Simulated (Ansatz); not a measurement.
Hf, DFT, PBE, all-electron LAPW, scalar-relativistic (Ansatz 0.2.0), run on 1 thread of Arm Neoverse V2 on a shared host.

The cell comes from COD entry 1522789, which wasn't checked; take it as a given geometry. The listed cell was then made from it by scaling, straining or moving an atom.

Command: `ansatz run input.yaml --threads 1 --pin off --max-ram 3072MiB --backend cpu --events-out ev --progress --plain --runs-dir out`

```yaml
crystal:
  lattice:
    - [-1.75085, 1.75085, 1.805]
    - [1.75085, -1.75085, 1.805]
    - [1.75085, 1.75085, -1.805]
  atoms:
    - { symbol: Hf, position: [0.0, 0.0, 0.0] }
kpoints:
  mp_grid: { grid: [14, 14, 14] }
  band_path:
    path:
      - [0.0, 0.0, 0.0]
      - [0.0, 0.0, 0.5]
      - [0.25, 0.25, 0.25]
      - [0.0, 0.5, 0.0]
      - [0.0, 0.0, 0.0]
      - [0.5, 0.5, -0.5]
      - [0.485225, 0.514775, -0.485225]
      - [-0.485225, 0.485225, 0.485225]
      - [0.0, 0.0, 0.0]
    npoints: 5
scf:
  occupations: { method: fermi_dirac, width: 0.05 }
hamiltonian:
  xc: pbe
  pseudopotentials: { kind: all_electron, lapw: { basis_error: 0.0005 } }
output:
  forces: true
  stress: true
  eigenvalues: true
```

Question: How large is the problem that the program sets up?

Answer: 244 irreducible k-points, 193 plane waves at Γ, 22 bands.

Question: About how long does it take, and how much memory does it use?

Answer: 25 s of wall time for 8 SCF iterations, with a peak of 0.47 GiB. Times on shared machines scatter by tens of per cent.
